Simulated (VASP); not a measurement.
A VASP 6.6.1 relaxation on AlN

INCAR

```
SIGMA = 0.02
PREC = Accurate
EDIFFG = -5E-3
ENCUT = 600
LASPH = .TRUE.
ISMEAR = -1
LWAVE = .FALSE.
NBANDS = 44
ISIF = 3
EDIFF = 1E-7
METAGGA = R2SCAN
ALGO = Normal
IBRION = 2
NELM = 87
LREAL = .FALSE.
NSW = 40
LCHARG = .FALSE.
```

KPOINTS

```
KPOINTS created by Atomic Simulation Environment
0
Gamma
10 10 10
0 0 0
```

POSCAR

```
Al N
 1.0000000000000000
    -0.0000000000000000    2.0352516416763575    2.0352516416763575
     2.0352516416763575    0.0000000000000000    2.0352516416763575
     2.0352516416763575    2.0352516416763575   -0.0000000000000000
 Al  N
   1   1
Cartesian
  0.0000000000000000  0.0000000000000000  0.0000000000000000
  2.0352516416763575  2.0352516416763575  2.0352516416763575
```

The recommended PBE PAW datasets give the neutral cell 8 valence electrons.

Command

```
mpirun -np 1 vasp_std
```

OSZICAR

```
N       E                     dE             d eps       ncg     rms          rms(c)
DAV:   1     0.319402740894E+02    0.31940E+02   -0.31696E+03  4136   0.183E+02
DAV:   2    -0.212426654946E+02   -0.53183E+02   -0.49322E+02  5172   0.738E+01
DAV:   3    -0.225459791853E+02   -0.13033E+01   -0.12939E+01  4948   0.101E+01
DAV:   4    -0.225471818994E+02   -0.12027E-02   -0.12026E-02  4824   0.315E-01
DAV:   5    -0.225471822769E+02   -0.37746E-06   -0.37742E-06  4880   0.618E-03    0.779E+00
DAV:   6    -0.188114019992E+02    0.37358E+01   -0.37743E+00  4640   0.318E+00    0.326E+00
DAV:   7    -0.188696604957E+02   -0.58258E-01   -0.11337E-01  4756   0.911E-01    0.208E+00
DAV:   8    -0.188873857234E+02   -0.17725E-01   -0.21567E-02  4772   0.472E-01    0.482E-01
DAV:   9    -0.188871303794E+02    0.25534E-03   -0.36751E-04  4768   0.529E-02    0.177E-01
DAV:  10    -0.188872263132E+02   -0.95934E-04   -0.84755E-05  4684   0.296E-02    0.340E-02
...
   2 F= -.18886700E+02 E0= -.18886700E+02  d E =0.535656E-03
       N       E                     dE             d eps       ncg     rms          rms(c)
DAV:   1    -0.189104402213E+02   -0.23740E-01   -0.18244E-01  4196   0.109E+00    0.833E-01
DAV:   2    -0.188977506716E+02    0.12690E-01   -0.46221E-02  4816   0.465E-01    0.217E-01
DAV:   3    -0.188975510303E+02    0.19964E-03   -0.13555E-03  4480   0.986E-02    0.862E-02
DAV:   4    -0.188974790066E+02    0.72024E-04   -0.31661E-05  4820   0.231E-02    0.202E-02
DAV:   5    -0.188974665405E+02    0.12466E-04   -0.16797E-06  4668   0.439E-03    0.862E-03
DAV:   6    -0.188974678966E+02   -0.13561E-05   -0.31812E-08  4888   0.692E-04    0.278E-04
DAV:   7    -0.188974679887E+02   -0.92076E-07   -0.19005E-09  2592   0.969E-05
   3 F= -.18897468E+02 E0= -.18897468E+02  d E =-.102318E-01
```

From OUTCAR

```
k-points           NKPTS =     47   k-points in BZ     NKDIM =     47   number of bands    NBANDS=     44

   NELECT =       8.0000    total number of electrons

   dimension x,y,z NGX =    24 NGY =   24 NGZ =   24
   dimension x,y,z NGXF=    48 NGYF=   48 NGZF=   48

  energy-cutoff  :      600.00
  volume of cell :       16.41
      direct lattice vectors                 reciprocal lattice vectors
    -0.000000000  2.017012159  2.017012159    -0.247891416  0.247891416  0.247891416
     2.017012159  0.000000000  2.017012159     0.247891416 -0.247891416  0.247891416
     2.017012159  2.017012159  0.000000000     0.247891416  0.247891416 -0.247891416

 k-points in reciprocal lattice and weights: KPOINTS created by Atomic Simulation Env
   0.00000000  0.00000000  0.00000000       0.001
   0.10000000  0.00000000  0.00000000       0.008
   0.20000000  0.00000000  0.00000000       0.008
   0.30000000  0.00000000  0.00000000       0.008
   0.40000000  0.00000000  0.00000000       0.008
   0.50000000  0.00000000  0.00000000       0.004
   0.10000000  0.10000000  0.00000000       0.006
   0.20000000  0.10000000  0.00000000       0.024
   ...

 E-fermi :  10.5664

 k-point     1 :       0.0000    0.0000    0.0000
  band No.  band energies     occupation
      1      -8.6025      2.00000
      2       9.8620      2.00000
      3       9.8620      2.00000
      4       9.8620      2.00000
      5      16.4830      0.00000
      6      22.7976      0.00000
      7      22.7976      0.00000
      8      22.7976      0.00000
      9      28.4926      0.00000
     10      28.4926      0.00000
     11      28.6043      0.00000
     12      30.4505      0.00000
     13      30.4505      0.00000
     14      30.4505      0.00000
     15      46.4041      0.00000
     16      53.1407      0.00000
     17      53.1407      0.00000
     18      53.1407      0.00000
     19      59.2437      0.00000
     20      60.6300      0.00000
     21      60.6300      0.00000
     22      60.6300      0.00000
     23      60.7561      0.00000
     24      60.7561      0.00000
     25      60.7561      0.00000
     26      67.8570      0.00000
     27      67.8570      0.00000
     28      68.5920      0.00000
     29      68.5920      0.00000
     30      68.5920      0.00000
     31      78.6097      0.00000
     32      78.6097      0.00000
     33      81.4671      0.00000
     34      88.2853      0.00000
     35      88.2853      0.00000
     36      88.2853      0.00000
     37      90.7573      0.00000
     38      90.7573      0.00000
     39      90.7573      0.00000
     40      94.7835      0.00000
     41      94.7835      0.00000
     42      94.7835      0.00000
     43      96.7543      0.00000
     44      96.7543      0.00000

 ...

  Total        0.0081584      0.0081584      0.0081584      0.0000000     -0.0000000     -0.0000000
  in kB        0.7964485      0.7964485      0.7964485      0.0000000     -0.0000000     -0.0000000
  external PRESSURE =       0.7964485 kB  Pullay stress =       0.0000000 kB

 POSITION                                       TOTAL-FORCE (eV/Angst)
 -----------------------------------------------------------------------------------
      0.00000      0.00000      0.00000        -0.000000     -0.000000      0.000000
      2.01701      2.01701      2.01701         0.000000      0.000000     -0.000000
 -----------------------------------------------------------------------------------
    total drift:                               -0.000000     -0.000000      0.000000

  FREE ENERGIE OF THE ION-ELECTRON SYSTEM (eV)
  ---------------------------------------------------
  free  energy   TOTEN  =       -18.8974679887 eV

  energy  without entropy=      -18.8974679887  energy(sigma->0) =      -18.89746799
```

```json
{"ionic step": "1", "ΔE (meV/atom)": "0.0", "volume (Å³)": "16.86", "largest force (eV/Å)": "0.000", "pressure (GPa)": "-7.05", "electronic steps": "14"}
{"ionic step": "2", "ΔE (meV/atom)": "0.3", "volume (Å³)": "15.97", "largest force (eV/Å)": "0.000", "pressure (GPa)": "8.07", "electronic steps": "9"}
{"ionic step": "3", "ΔE (meV/atom)": "-5.1", "volume (Å³)": "16.41", "largest force (eV/Å)": "0.000", "pressure (GPa)": "0.08", "electronic steps": "7"}
```

It converged. Results: relaxed cell vector lengths 2.852, 2.852, 2.852 Å; relaxed cell volume 16.41 Å³.

For comparison, a separate r²SCAN relaxation on usual settings, not on those above, ends at 16.41 Å³.

The run above took about 3.8 min on one core of a shared host (Intel Xeon Platinum 8488C) and held 0.16 GiB at most.
